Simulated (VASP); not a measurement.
The system is BaS.

```
CELL_PARAMETERS angstrom
0.00000 3.19375 3.19375
3.19375 0.00000 3.19375
3.19375 3.19375 0.00000
ATOMIC_POSITIONS crystal
Ba 0.00000 0.00000 0.00000
S 0.50000 0.50000 0.50000
```

```yaml
Program: VASP 6.6.1
Task: relaxation of cell and atoms
Functional: PBEsol
Dispersion: D3
Potentials_or_basis: VASP PAW PBE potentials, release 64 (Ba_sv, S)
Cutoff: 600 eV
k_mesh: 7 × 7 × 7
Occupations: fermi-dirac, width 0.05 eV
Spin: no spin polarisation
```

At the start: pressure -1.3 GPa; volume 32.58 Å³/atom.

**Question.** How do energy, volume and symmetry change on relaxing?

**Answer.** Over 3 steps the energy falls by 4.0 meV/atom and the volume is 31.62 Å³/atom (-2.9 %); space group Fm-3m (No. 225, to 0.05 Å).

Step by step:
```csv
step,energy change (eV),largest force (eV/Å),pressure (GPa),volume (Å³)
1,0.0000,0.0000,-1.31,65.15
2,-0.0073,0.0000,0.43,62.68
3,-0.0081,0.0000,0.00,63.24
```

Final structure:
```yaml
crystal:
  lattice:
    - [0.00000, 3.16211, 3.16211]
    - [3.16211, 0.00000, 3.16211]
    - [3.16211, 3.16211, 0.00000]
  atoms:
    - { symbol: Ba, position: [0.00000, 0.00000, 0.00000] }
    - { symbol: S, position: [0.50000, 0.50000, 0.50000] }
```

Caveat: the PAW data sets were made with another functional, which shifts forces and pressure a little.
